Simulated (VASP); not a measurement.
The system is CsSnI3.

```
CELL_PARAMETERS angstrom
6.20570 0.00000 0.00000
0.00000 6.20570 0.00000
0.00000 0.00000 6.20570
ATOMIC_POSITIONS crystal
Cs 0.00000 0.00000 0.00000
I 0.50000 0.50000 0.00000
I 0.50000 0.00000 0.50000
I 0.00000 0.50000 0.50000
Sn 0.50000 0.50000 0.50000
```

```yaml
Program: VASP 6.6.1
Task: relaxation of cell and atoms
Functional: LDA
Potentials_or_basis: VASP PAW LDA potentials, release 64 (Cs_sv, I, Sn_d)
Cutoff: 600 eV
k_mesh: 4 × 4 × 4
Occupations: gaussian, width 0.02 eV
Spin: no spin polarisation
```

At the start: pressure -1.3 GPa; volume 47.80 Å³/atom.

Where does the relaxation end?

Over 5 steps the energy falls by 14.2 meV/atom and the volume is 44.33 Å³/atom (-7.3 %); space group Pm-3m (No. 221, to 0.05 Å).

The path:
```tsv
step	energy change (eV)	largest force (eV/Å)	pressure (GPa)	volume (Å³)
1	0.0000	0.0000	-1.26	238.99
2	-0.0650	0.0000	-0.27	226.23
3	-0.0694	0.0000	-0.22	223.88
4	-0.0691	0.0000	0.24	219.22
5	-0.0709	0.0000	0.00	221.64
```

Final structure:
```yaml
crystal:
  lattice:
    - [6.05178, 0.00000, 0.00000]
    - [0.00000, 6.05178, 0.00000]
    - [0.00000, 0.00000, 6.05178]
  atoms:
    - { symbol: Cs, position: [0.00000, 0.00000, 0.00000] }
    - { symbol: I, position: [0.50000, 0.50000, 0.00000] }
    - { symbol: I, position: [0.50000, 0.00000, 0.50000] }
    - { symbol: I, position: [0.00000, 0.50000, 0.50000] }
    - { symbol: Sn, position: [0.50000, 0.50000, 0.50000] }
```
